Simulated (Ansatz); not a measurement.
# MnO2 (P6_3/mmc) in Ansatz: notebook

Runs on MnO2. Level: PBEsol. Tasks: single point.

Everything below comes from runs of Ansatz 0.2.0. Logs are shortened: lines on timing, memory, paths and dates and some standing lists are left out, and cuts for length are marked.

## (1) The structure

It takes space group P6_3/mmc (No. 194, hexagonal). The conventional cell has a = 2.855 Å, b = 2.855 Å, c = 10.222 Å, α = 90.00°, β = 90.00°, γ = 120.00°. Mn (site symmetry -3m) has 6 O at 1.90 Å as nearest neighbours. O (site symmetry 3m) has 3 Mn at 1.90 Å as nearest neighbours.

Measurements of this composition are mostly on another form, of space group No. 136.

## (2) Single point, PBEsol

input.yaml

```yaml
crystal:
  lattice:
    - [2.8549554371, 0.0, 0.0]
    - [-1.4274777185, 2.4724639352, 0.0]
    - [0.0, 0.0, 10.2217427273]
  atoms:
    - { symbol: Mn, position: [0.0, 0.0, 0.5] }
    - { symbol: Mn, position: [0.0, 0.0, 0.0] }
    - { symbol: O, position: [0.6666666667, 0.3333333333, 0.40685645] }
    - { symbol: O, position: [0.6666666667, 0.3333333333, 0.09314355] }
    - { symbol: O, position: [0.3333333333, 0.6666666667, 0.59314355] }
    - { symbol: O, position: [0.3333333333, 0.6666666667, 0.90685645] }
hamiltonian:
  xc: pbesol
  pseudopotentials: { kind: paw }
kpoints:
  mp_grid: { grid: [11, 11, 3] }
scf:
  occupations: { method: fermi_dirac, width: 0.05 }
output:
  forces: true
  stress: true
  eigenvalues: true
  write_density: true
  write_potential: true
  elf: true
  volumetric_format: npy
```

Potentials or basis: Ansatz PAW.

Launch:

```sh
ansatz run input.yaml --threads 2 --pin off --max-ram 5632MiB --backend cpu --events-out ev --progress --plain --runs-dir out
```

The program printed:

```text
Warning: RAYON_NUM_THREADS=2 ignored (pool sized by the plan → 2); use --threads N
Engine: ansatz 0.2.0, aarch64-unknown-linux-gnu
Pseudopotentials: kind: paw
Pseudopotential: Mn, paw, valence charge 15, recommended cutoff 420 eV (normal), Mn.paw.azcp
Pseudopotential: O, paw, valence charge 6, recommended cutoff 420 eV (normal), O.paw.azcp
Functional definition: PBEsol
  exchange = pbesol_x
  correlation = pbesol_c
Crystal: 6 atoms, lattice volume = 72.153 Å³
Basis set: ecut = 420 eV, 1427 PW (Γ), exchange–correlation on 40×40×144 points (8 copies of the dense FFT grid, shifted against one another)
Bands: 33, of which v1, the nominal top of the filled ones, is band 27 counted from 1 (26 counted from 0)
Symmetry: 24 space group operations
Space group: P63/mmc (ITA 194), of the structure as read, at distance tolerance 4.2e-5 Å
k-points: 32 of 363
Non-local potential: Mn, projectors of the file, l = 0: 3, l = 1: 2, l = 2: 3, l = 3: 1
Non-local potential: O, projectors of the file, l = 0: 2, l = 1: 2, l = 2: 1
PAW form: soft (Blöchl's): semilocal exchange-correlation on the pseudo side does not see the compensation charge
PAW frozen core: Mn, regenerated for the run's functional, and the local potential with it (the file was generated under x = pbe(κ = 0.804, μ = 0.2195149727645171), c = pbe(β = 0.06672455060314922))
PAW frozen core: O, regenerated for the run's functional, and the local potential with it (the file was generated under x = pbe(κ = 0.804, μ = 0.2195149727645171), c = pbe(β = 0.06672455060314922))
PAW one-centre angular grid: Mn, 590 points (default); XC on 64 Gauss nodes
PAW one-centre angular grid: O, 110 points (default); XC on 64 Gauss nodes
Initial density: superposition of atomic densities (neutral atoms: chi_scale 0, normalization atom), corrected by the library's trained network
Initial wavefunctions: pseudopotential atomic-orbital guess
Functional: x = pbesol(κ = 0.804, μ = 0.12345679012345678), c = pbesol(β = 0.046)
SCF iter   1: F=—  HF=-9978.560359 eV  |F-HF|=—  |Δ(HF+E_count)|=         —  Δρ=1.78e-2  dr2=1.49e-1  ethr=1.77e-3  ⟨swp⟩=6.8  Hψ=4278  notcnv=0
preconditioner: auto → LDOS  [metal: Δε(μ)=0.010 eV  Ē_g=8.198 eV  σ=0.050 eV  W_gap=0.05  n_scr=14 (ndim 8)  ℏωp=26.9 eV  f_vac=0.255  D(μ)=9.30/eV (n_scr^D=134)  β→1.0]
SCF iter   2: F=—  HF=-9978.544988 eV  |F-HF|=—  |Δ(HF+E_count)|=   1.54e-2  Δρ=1.50e-2  dr2=6.19e-2  ethr=2.76e-4  ⟨swp⟩=3.0  Hψ=2216  notcnv=0
SCF iter   3: F=—  HF=-9978.527793 eV  |F-HF|=—  |Δ(HF+E_count)|=   1.72e-2  Δρ=5.11e-3  dr2=5.76e-3  ethr=1.15e-4  ⟨swp⟩=2.6  Hψ=1979  notcnv=0
SCF iter   4: F=—  HF=-9978.526379 eV  |F-HF|=—  |Δ(HF+E_count)|=   1.41e-3  Δρ=8.86e-4  dr2=2.05e-4  ethr=1.07e-5  ⟨swp⟩=2.1  Hψ=1263  notcnv=0
SCF iter   5: F=—  HF=-9978.526414 eV  |F-HF|=—  |Δ(HF+E_count)|=   3.54e-5  Δρ=2.89e-4  dr2=3.54e-5  ethr=3.79e-7  ⟨swp⟩=2.2  Hψ=1833  notcnv=0
SCF iter   6: F=—  HF=-9978.526429 eV  |F-HF|=—  |Δ(HF+E_count)|=   1.46e-5  Δρ=7.45e-5  dr2=1.84e-6  ethr=6.55e-8  ⟨swp⟩=2.1  Hψ=1418  notcnv=0
SCF iter   7: F=—  HF=-9978.526430 eV  |F-HF|=—  |Δ(HF+E_count)|=   8.68e-7  Δρ=1.63e-5  dr2=1.38e-7  ethr=3.42e-9  ⟨swp⟩=2.1  Hψ=1533  notcnv=0
SCF iter   8: F=-9978.526430 eV  HF=-9978.526430 eV  |F-HF|=8.75e-9  |Δ(HF+E_count)|=   1.23e-8  Δρ=3.56e-6  dr2=9.81e-9  ethr=1.85e-10  ⟨swp⟩=9.1  Hψ=7297  notcnv=0
SCF 1 converged in 8 iterations: F = -9978.526430 eV  dr2 = 9.81e-9
SCF converged after 8 iterations
Free energy (F): -9978.526430 eV
Harris-Foulkes:  -9978.526430 eV  (|F-HF|=8.75e-9)
Internal energy: -9978.444094 eV  (E = F + TS)
E sigma→0 (E₀):  -9978.485262 eV
Entropy (-TS):   -0.082336 eV (-13.723 meV/atom)
Fermi energy:    6.612359 eV
--- Per-component energies (eV) ---
  E_band       = -798.656011
  E_kinetic    = 1297.552316
  E_local      = -8293.035093  (includes V_loc(G=0)·N_el)
  E_nonlocal   = 666.806763
  E_hartree    = 3452.814713
  E_xc         = -514.917185
  E_vxc        = -661.175420  (∫ρ·V_xc dr)
  E_paw        = -3135.427828  (= ΣΔE_a)
  E_vpaw       = -714.435084  (= ΣTr[D̂ρ^β])
  E_aug_tail   = 0.009428  (compensation charges beyond the density's cutoff)
  E_ewald      = -3452.727662
  E_core_change = 0.480452  (= ΣΔE_core)
  E_smearing   = -0.082336  (= −TS)
  E_closure    = -0.000000  (closes the sum)
  Σ components = -9978.526430   (vs F -9978.526430, Δ=0.00e0)
--- Forces (eV/Å), atoms counted from 1 ---
  atom   1  Mn     0.00000000     0.00000000     0.00000000
  atom   2  Mn     0.00000000    -0.00000000    -0.00000000
  atom   3  O     -0.00000000     0.00000000     0.54876799
  atom   4  O     -0.00000000     0.00000000    -0.54876799
  atom   5  O      0.00000000    -0.00000000    -0.54876799
  atom   6  O      0.00000000    -0.00000000     0.54876799
  max |Σ_I F_I| component: 2.22e-16 eV/Å
--- Stress (GPa, compression-positive) ---
      -14.724016       0.000000       0.000000
        0.000000     -14.724016       0.000000
        0.000000       0.000000      -4.437090
  P = ⅓ Tr σ = -11.2950 GPa (-112.950 kbar)
--- Band table (eV; the first three rows and the last of 32) ---
  k-point 0: bands = ["-73.1516", "-73.1516", "-42.0176", "-42.0176", "-42.0176", "-42.0176", "-41.8503", "-41.8503", "-13.2538", "-13.2130", "-11.1531", "-11.0812", "0.5391", "0.8735", "0.8735", "0.8813", "0.8813", "0.9566", "3.9583", "4.7035", "4.7451", "4.7451", "4.7680", "4.7680", "5.7488", "5.7488", "5.7505", "5.7505", "7.4526", "7.6097", "9.9250", "9.9250", "9.9464"]
  k-point 1: bands = ["-73.1516", "-73.1516", "-42.0176", "-42.0176", "-42.0176", "-42.0176", "-41.8503", "-41.8503", "-13.2438", "-13.2234", "-11.1349", "-11.0990", "0.6320", "0.8389", "0.8757", "0.8757", "0.8794", "0.8794", "4.1499", "4.5200", "4.7511", "4.7511", "4.7624", "4.7624", "5.7493", "5.7493", "5.7501", "5.7501", "7.4989", "7.5766", "9.9306", "9.9306", "9.9411"]
  k-point 2: bands = ["-73.1500", "-73.1500", "-42.0324", "-42.0324", "-42.0209", "-42.0209", "-41.8478", "-41.8478", "-13.1480", "-13.1075", "-11.1756", "-11.1069", "0.6589", "0.7630", "0.8096", "0.9512", "0.9595", "1.0684", "4.0536", "4.1525", "4.2511", "4.3987", "4.4189", "4.8398", "5.9858", "6.0174", "6.0641", "6.0695", "7.4457", "7.6075", "9.6540", "9.7169", "9.8628"]
  k-point 31: bands = ["-73.1287", "-73.1287", "-42.1611", "-42.1611", "-42.1246", "-42.1246", "-41.8145", "-41.8145", "-11.5281", "-11.5203", "-11.4907", "-11.4829", "0.5216", "0.5583", "0.7421", "0.7724", "1.5495", "1.5848", "2.8016", "2.8678", "3.0460", "3.1294", "3.4729", "3.5551", "6.0977", "6.1078", "6.8480", "6.8801", "7.0467", "7.0862", "9.2555", "9.2572", "9.3035"]
```

Wall time 2.7 s (2 threads of Arm Neoverse V2, shared host); peak memory 0.37 GiB.

Results:

```
Free energy            : -9978.5264 eV
Pressure               : -11.3 GPa
Largest force          : 0.549 eV/Å
Band gap on the k mesh : none (metal or under the smearing width)
```

Forces on the atoms (eV/Å):
```
Mn   0.000  0.000  0.000
Mn   0.000  0.000  0.000
O    0.000  0.000  0.549
O    0.000  0.000 -0.549
O    0.000  0.000 -0.549
O    0.000  0.000  0.549
```

Levels at points of the mesh, in eV from the Fermi level:
| k point | band 25 | band 26 | band 27 | band 28 | band 29 | band 30 | band 31 | band 32 |
| --- | --- | --- | --- | --- | --- | --- | --- | --- |
| (0.00, 0.00, 0.00) | -0.86 | -0.86 | -0.86 | -0.86 | 0.84 | 1.00 | 3.31 | 3.31 |

Caveat: the pressure holds a Pulay correction of +0.7 GPa for the finite cutoff; the run has no spin polarisation, though such a crystal can be magnetic; semilocal functionals often make such compounds metallic where correlation or magnetic order opens a gap, which also shifts bond lengths; the PAW data sets come from PBE, with cores solved anew for the run's functional, which leaves a small shift of forces and pressure.

## (3) Single point, PBEsol, collinear spin, ferromagnetic start

Changes to input.yaml since step 2:

```diff
@@ -6,4 +6,4 @@
   atoms:
-    - { symbol: Mn, position: [0.0, 0.0, 0.5] }
-    - { symbol: Mn, position: [0.0, 0.0, 0.0] }
+    - { symbol: Mn, position: [0.0, 0.0, 0.5], spin: 4.0 }
+    - { symbol: Mn, position: [0.0, 0.0, 0.0], spin: 4.0 }
     - { symbol: O, position: [0.6666666667, 0.3333333333, 0.40685645] }
@@ -15,2 +15,4 @@
   pseudopotentials: { kind: paw }
+magnetization:
+  spin_polarized: true
 kpoints:
@@ -23,5 +25 @@
   eigenvalues: true
-  write_density: true
-  write_potential: true
-  elf: true
-  volumetric_format: npy
```

Potentials or basis: Ansatz PAW.

Launch:

```sh
ansatz run input.yaml --threads 2 --pin off --max-ram 5632MiB --backend cpu --events-out ev --progress --plain --runs-dir out
```

Run time: 6.2 s. Hardware: 2 threads of Arm Neoverse V2, shared host; peak memory 0.44 GiB.

It converged, with:

```yaml
Free_energy: -9980.6902 eV
Pressure: -2.3 GPa
Largest_force: 0.190 eV/Å
Band_gap_on_the_k_mesh: 0.80 eV, indirect (least direct gap 0.84 eV)
Net_moment: 6.00 μB per cell
Absolute_moment: 6.08 μB per cell
Site_moments: Mn +2.49; O +0.05 μB
```

Forces in eV/Å, atoms in the order of the input:
```
Mn   0.000  0.000  0.000
Mn   0.000  0.000  0.000
O    0.000  0.000  0.190
O    0.000  0.000 -0.190
O    0.000  0.000 -0.190
O    0.000  0.000  0.190
```

Stress tensor (GPa, compression positive):
```
-2.92  0.00  0.00
 0.00 -2.92  0.00
 0.00  0.00 -1.01
```

Levels at points of the mesh, in eV from the valence-band top:
Spin up:
| k point | band 26 | band 27 | band 28 | band 29 | band 30 | band 31 | band 32 | band 33 | band 34 | band 35 |
| --- | --- | --- | --- | --- | --- | --- | --- | --- | --- | --- |
| (0.00, 0.00, 0.00) | -1.46 | -1.44 | -1.44 | -0.28 | -0.04 | 2.90 | 2.90 | 2.92 | 2.92 | 6.70 |
Spin down:
```
           k point  band 21  band 22  band 23  band 24  band 25  band 26  band 27  band 28
(0.00, 0.00, 0.00)    -1.37    -1.35    -1.35    -1.32     0.80     0.80     0.80     0.80
```

Caveat: odd divisions of the mesh miss points on the zone boundary, where band edges often lie, so the gap on the mesh can be too wide; the pressure holds a Pulay correction of +0.7 GPa for the finite cutoff; only a ferromagnetic start was run, and an antiferromagnetic order may lie lower in energy; the PAW data sets come from PBE, with cores solved anew for the run's functional, which leaves a small shift of forces and pressure. A k mesh can miss the band edges.

## (4) Single point, PBEsol, collinear spin, antiferromagnetic start

Changes to input.yaml since step 3:

```diff
@@ -7,3 +7,3 @@
     - { symbol: Mn, position: [0.0, 0.0, 0.5], spin: 4.0 }
-    - { symbol: Mn, position: [0.0, 0.0, 0.0], spin: 4.0 }
+    - { symbol: Mn, position: [0.0, 0.0, 0.0], spin: -4.0 }
     - { symbol: O, position: [0.6666666667, 0.3333333333, 0.40685645] }
```

Launch:

```sh
ansatz run input.yaml --threads 2 --pin off --max-ram 5632MiB --backend cpu --events-out ev --progress --plain --runs-dir out
```

It took 8.6 s on 2 threads of Arm Neoverse V2, shared host; peak memory 0.48 GiB.

Results (log left out):

```yaml
Free_energy: -9980.6912 eV
Pressure: -2.3 GPa
Largest_force: 0.190 eV/Å
Band_gap_on_the_k_mesh: 0.90 eV, indirect (least direct gap 0.94 eV)
Net_moment: 0.00 μB per cell
Absolute_moment: 6.07 μB per cell
Site_moments: Mn +2.49, -2.49; O +0.05, -0.05 μB
```

Forces in eV/Å, atoms in the order of the input:
```
Mn   0.000  0.000  0.000
Mn   0.000  0.000  0.000
O    0.000  0.000  0.190
O    0.000  0.000 -0.190
O    0.000  0.000 -0.190
O    0.000  0.000  0.190
```

Stress tensor (GPa, compression positive):
```
-2.94  0.00  0.00
 0.00 -2.94  0.00
 0.00  0.00 -1.05
```

Levels at points of the mesh, in eV from the valence-band top:
Spin up:
```
           k point  band 24  band 25  band 26  band 27  band 28  band 29  band 30  band 31
(0.00, 0.00, 0.00)    -1.30    -1.26    -1.26    -0.06     0.90     0.90     2.59     3.01
```
Spin down:
```tsv
k point	band 25	band 26	band 27	band 28	band 29	band 30
(0.00, 0.00, 0.00)	-1.26	-1.26	-0.06	0.90	0.90	2.59
```

Caveat: odd divisions of the mesh miss points on the zone boundary, where band edges often lie, so the gap on the mesh can be too wide; the pressure holds a Pulay correction of +0.7 GPa for the finite cutoff; the PAW data sets come from PBE, with cores solved anew for the run's functional, which leaves a small shift of forces and pressure.

## (5) The runs side by side

| spin | gap on the mesh (eV) | pressure (GPa) | moment (μB) | largest force (eV/Å) |
| --- | --- | --- | --- | --- |
| off | none | -11.3 | - | 0.55 |
| collinear, ferromagnetic start | 0.80 | -2.3 | 6.00 | 0.19 |
| collinear, antiferromagnetic start | 0.90 | -2.3 | 0.00 | 0.19 |

Alike in all rows: task single point; level PBEsol; potentials or basis Ansatz PAW; cell as given; k mesh 11 × 11 × 3; cutoff (eV) 420; smearing fermi-dirac 0.05 eV.

On the cell as given the gap runs from zero (PBEsol) to 0.90 eV (PBEsol).

Caveats: the PAW data sets come from PBE, with cores solved anew for the run's functional, which leaves a small shift of forces and pressure; odd divisions of the mesh miss points on the zone boundary, where band edges often lie, so the gap on the mesh can be too wide (some runs); semilocal functionals often make such compounds metallic where correlation or magnetic order opens a gap, which also shifts bond lengths (some runs).

Absolute energies hang on the potentials; compare differences alone.
